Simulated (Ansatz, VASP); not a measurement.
Two plane-wave programs on ZrC

Contents of INCAR:

```
SYSTEM = ZrC
ALGO     = Normal         ! electronic algorithm
EDIFF    = 1E-7           ! SCF threshold, eV
ENCUT    = 520            ! plane-wave cutoff, eV
GGA      = PE             ! functional
ISIF     = 2              ! what is computed and relaxed
ISMEAR   = 0              ! smearing method
LASPH    = .True.         ! aspherical terms in the spheres
LCHARG   = .False.        ! write CHGCAR
LREAL    = .False.        ! projectors in reciprocal space
LWAVE    = .False.        ! write WAVECAR
NBANDS   = 15             ! bands
NELM     = 80             ! most SCF steps
PREC     = Accurate       ! precision mode
SIGMA    = 0.1            ! smearing width, eV
```

File KPOINTS:

```
k-points
0
Gamma
  16 16 16
  0 0 0
```

POSCAR

```
ZrC
1.0
    0.0000000000      2.3063351907      2.3063351907
    2.3063351907      0.0000000000      2.3063351907
    2.3063351907      2.3063351907      0.0000000000
Zr C
1 1
Direct
    0.5000000000      0.5000000000      0.5000000000
    0.0000000000      0.0000000000      0.0000000000
```

Input for Ansatz:

```yaml
crystal:
  lattice:
    - [0.0, 2.3063351909, 2.3063351909]
    - [2.3063351909, 0.0, 2.3063351909]
    - [2.3063351909, 2.3063351909, 0.0]
  atoms:
    - { symbol: Zr, position: [0.5, 0.5, 0.5] }
    - { symbol: C, position: [0.0, 0.0, 0.0] }
basis:
  ecutwfc: 420
kpoints:
  mp_grid: { grid: [16, 16, 16] }
hamiltonian:
  xc: pbe
scf:
  occupations: { method: gaussian, width: 0.1 }
output:
  forces: true
  stress: true
  eigenvalues: true
```

Alike in both runs: task single point; functional PBE; k mesh 16 × 16 × 16; occupations gaussian, width 0.1 eV; no spin polarisation.

```csv
,VASP,Ansatz
version,VASP 6.6.1,Ansatz 0.2.0
potentials or method,"VASP PAW PBE potentials, release 64 (Zr_sv, C)","scalar-relativistic, plane waves, PAW"
plane-wave cutoff (eV),520,420
valence electrons in the cell,16,16
```

|  | VASP | Ansatz | Ansatz less VASP |
| --- | --- | --- | --- |
| gap on the k mesh at the Fermi level (eV) | none | none | - |
| pressure (GPa) | 15.8 | 15.5 | -0.29 |

A gap of «none» marks a metal or a gap that the smearing closes.

Caveats: so large a pressure means that the cell lies far from this level's equilibrium, or that cutoff or potentials fall short (VASP).
